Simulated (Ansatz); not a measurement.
## Li: two-dimensional strain map

Computed with Ansatz 0.2.0, DFT PBE, scalar-relativistic, plane waves, PAW. Settings: plane waves to 420 eV, k-mesh 20×20×20 (Γ-centred), Gaussian smearing 0.15 eV. No spin polarisation. Energies are free energies at this smearing, counted from the undisturbed cell; pressure is positive in compression.

The undisturbed cell (as given, not relaxed at this level; it stands at -0.7 GPa):

```
Li
1.0
    -1.75000    1.75000    1.75000
     1.75000   -1.75000    1.75000
     1.75000    1.75000   -1.75000
Li
1
Direct
  0.00000 0.00000 0.00000
```

The cell is strained by p along both x and y and by q along z, fractional coordinates fixed. Points are written (p, q).

Energy above the undisturbed cell in meV/atom (a dash: not computed):

```
 p \ q  -0.030  -0.015  0.000  0.015  0.030
-0.030       ?       ?   -2.8   -2.7   -2.3
-0.015    -2.7    -2.6   -2.2   -1.3   -0.1
 0.000    -2.2    -1.3    0.0    1.6    3.5
 0.015     0.0     1.6    3.6    5.9    8.5
 0.030     3.6     5.8      ?      ?   14.6
```

(1) Fill in the withheld energies.

## Answers

(1) (-0.030, -0.030): -1.7; (-0.030, -0.015): -2.4; (0.030, 0.000): 8.4; (0.030, 0.015): 11.4.